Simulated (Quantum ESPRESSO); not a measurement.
# InPd in Quantum ESPRESSO: the effect of functional

Crystal: InPd.

```xyz
2
Lattice="3.2719 0.0000 0.0000 0.0000 3.2719 0.0000 0.0000 0.0000 3.2719" Properties=species:S:1:pos:R:3 pbc="T T T"
In    0.0000    0.0000    0.0000
Pd    1.6359    1.6359    1.6359
```

The cell comes from a database or a generator and needn't be the stable form of this composition.

Alike in all runs:

- Program: Quantum ESPRESSO 7.5
- Task: phonons
- Cutoff: 762 eV
- Density cutoff: 6095 eV
- k mesh: 8 × 8 × 8
- Occupations: cold, width 0.2 eV
- Spin: no spin polarisation

Each run relaxes the cell or the atoms first.

Task: One run gave: relaxed volume 19.44 Å³/atom; highest phonon frequency 101 cm⁻¹. Which functional did it use?
A. BLYP
B. LDA
C. vdW-DF-cx
D. PBEsol
E. WC

Result: A.

| functional | potentials or basis | relaxed volume (Å³/atom) | highest phonon frequency (cm⁻¹) |
| --- | --- | --- | --- |
| LDA | GBRV 1.5 LDA | 16.54 | 151 |
| PBEsol | GBRV 1.5 PBEsol | 17.05 | 145 |
| revPBE | GBRV 1.5 PBE | 18.37 | 126 |
| WC | GBRV 1.5 PBE | 17.16 | 143 |
| BLYP | GBRV 1.5 PBE | 19.44 | 101 |
| vdW-DF-cx | GBRV 1.5 PBE | 17.15 | 146 |

Caveats: the mesh is thin for the phonons of a metal; the potentials were made for another functional, which shifts forces and pressure (some runs).

Runs at the PBE level aren't shown here.
